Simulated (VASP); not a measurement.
SiC (Moissanite 3C):

```
CELL_PARAMETERS angstrom
0.00000 2.17900 2.17900
2.17900 0.00000 2.17900
2.17900 2.17900 0.00000
ATOMIC_POSITIONS crystal
Si 0.00000 0.00000 0.00000
C 0.75000 0.75000 0.75000
```

```yaml
Program: VASP 6.6.1
Task: relaxation of cell and atoms
Functional: vdW-DF
Potentials_or_basis: VASP PAW PBE potentials, release 64 (Si, C)
Cutoff: 600 eV
k_mesh: 10 × 10 × 10
Occupations: fermi-dirac, width 0.05 eV
Spin: no spin polarisation
```

At the start: pressure 7.3 GPa; volume 10.35 Å³/atom.

Task: Where does the relaxation end?

Result: Over 3 steps the energy falls by 8.0 meV/atom and the volume is 10.71 Å³/atom (+3.5 %); space group F-43m (No. 216, to 0.05 Å).

The path:
```
step  energy change (eV)  largest force (eV/Å)  pressure (GPa)  volume (Å³)
   1              0.0000                0.0000            7.34        20.69
   2             -0.0014                0.0000           -6.25        22.14
   3             -0.0160                0.0000           -0.02        21.42
```

Final structure:
```cif
data_structure
_symmetry_space_group_name_H-M 'P 1'
_symmetry_Int_Tables_number 1
_cell_length_a 3.1172
_cell_length_b 3.1172
_cell_length_c 3.1172
_cell_angle_alpha 60.000
_cell_angle_beta 60.000
_cell_angle_gamma 60.000
_cell_volume 21.42
loop_
_atom_site_label
_atom_site_type_symbol
_atom_site_fract_x
_atom_site_fract_y
_atom_site_fract_z
_atom_site_occupancy
Si1 Si 0.00000 0.00000 0.00000 1
C1 C 0.75000 0.75000 0.75000 1
```

Caveat: the PAW data sets were made with another functional, which shifts forces and pressure a little.
